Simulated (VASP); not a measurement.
Here is a VASP 6.6.1 calculation.

Contents of POSCAR:

```
Zr
1.0
    5.0385462870      0.0000000000      0.0000000000
   -2.5192731435      4.3635090827      0.0000000000
    0.0000000000      0.0000000000      3.1579324583
Zr
3
Direct
    0.6666666667      0.3333333333      0.5000000000
    0.3333333333      0.6666666667      0.5000000000
    0.0000000000      0.0000000000      0.0000000000
```

Contents of INCAR.step1:

```
  ALGO = Normal
  EDIFF = 1E-4
  ENCUT = 520
  GGA = PE
  ISMEAR = 0
  LASPH = True
  LCHARG = False
  LREAL = False
  LWAVE = True
  NBANDS = 25
  NELM = 60
  PREC = Accurate
  SIGMA = 0.1
```

INCAR.step2

```
  ALGO = Normal
  EDIFF = 1E-6
  ENCUT = 520
  ISIF = 2
  ISMEAR = 0
  ISTART = 1
  LASPH = True
  LCHARG = True
  LELF = True
  LMIXTAU = True
  LREAL = False
  LVHAR = True
  LWAVE = False
  METAGGA = R2SCAN
  NBANDS = 25
  NELM = 60
  PREC = Accurate
  SIGMA = 0.1
```

File KPOINTS:

```
k-points
0
Gamma
  12 12 14
```

Potentials or basis: VASP PAW PBE potentials, release 64 (Zr_sv).

The run is started by

```console
$ cat potpaw_PBE.64/Zr_sv/POTCAR > POTCAR
$ cp INCAR.step1 INCAR
$ mpirun -np 1 vasp_std > vasp.out
$ cp INCAR.step2 INCAR
$ mpirun -np 1 vasp_std > vasp.out
```

Q: What does it give for the band gap on the k mesh?

A: None (metal or under the smearing width).

Q: Estimate the pressure.

A: 0.0 GPa.

Caveat: the PAW data sets were made with another functional, which shifts forces and pressure a little.
